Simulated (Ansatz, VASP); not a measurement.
**One calculation of AlNi, two programs**

The input INCAR:

```
  PREC = Accurate
  ENCUT = 520
  EDIFF = 1E-6
  ISMEAR = -1
  SIGMA = 0.1
  LREAL = F
  LASPH = T
  NELM = 100
  ALGO = Normal
  ISIF = 2
  LWAVE = F
  LCHARG = F
  GGA = PS
  NBANDS = 14
```

Contents of KPOINTS:

```
Automatic mesh
0
Gamma
  12 12 12
```

File POSCAR:

```
AlNi
1.0
    2.8625886336      0.0000000000      0.0000000000
    0.0000000000      2.8625886336      0.0000000000
    0.0000000000      0.0000000000      2.8625886336
Al Ni
1 1
Direct
    0.0000000000      0.0000000000      0.0000000000
    0.5000000000      0.5000000000      0.5000000000
```

Input for Ansatz:

```yaml
crystal:
  lattice:
    - [2.86258863356, 0.0, 0.0]
    - [0.0, 2.86258863356, 0.0]
    - [0.0, 0.0, 2.86258863356]
  atoms:
    - { symbol: Al, position: [0.0, 0.0, 0.0] }
    - { symbol: Ni, position: [0.5, 0.5, 0.5] }
kpoints:
  mp_grid: { grid: [12, 12, 12] }
scf:
  occupations: { method: fermi_dirac, width: 0.1 }
hamiltonian:
  xc: pbesol
  pseudopotentials: { kind: all_electron, lapw: { basis_error: 0.001 } }
output:
  forces: true
  stress: true
  eigenvalues: true
  eigenstates:
    nscf_kmesh: { grid: [20, 20, 20] }
    de_dk: true
    e_range: [-14, 14]
  optics:
    e_range: [0, 30]
    de: 0.2
    sigma: 0.2
    bands: { spectra_wanted_up_to: 30 }
    nscf_kmesh: { grid: [20, 20, 20] }
    drude_damping: 0.03
checkpoint:
  write: ck
  write_wavefunctions: false
```

Alike in both runs: task single point; functional PBEsol; k mesh 12 × 12 × 12; occupations fermi-dirac, width 0.1 eV; no spin polarisation.

|  | VASP | Ansatz |
| --- | --- | --- |
| version | VASP 6.6.1 | Ansatz 0.2.0 |
| potentials or method | VASP PAW PBE potentials, release 64 (Al, Ni) | all-electron LAPW, scalar-relativistic |
| plane-wave cutoff (eV) | 520 | see its input |

|  | VASP | Ansatz | Ansatz less VASP |
| --- | --- | --- | --- |
| pressure (GPa) | 0.1 | 0.0 | -0.16 |

Ansatz ran all-electron here, so the differences hold the error of VASP's frozen core and of both bases. Ansatz warned: «optics_on_partly_filled_bands».

Caveats: the PAW data sets were made with another functional, which shifts forces and pressure a little (VASP). Spin polarisation is off, so any magnetic state and its effect on volume and gap are missing.
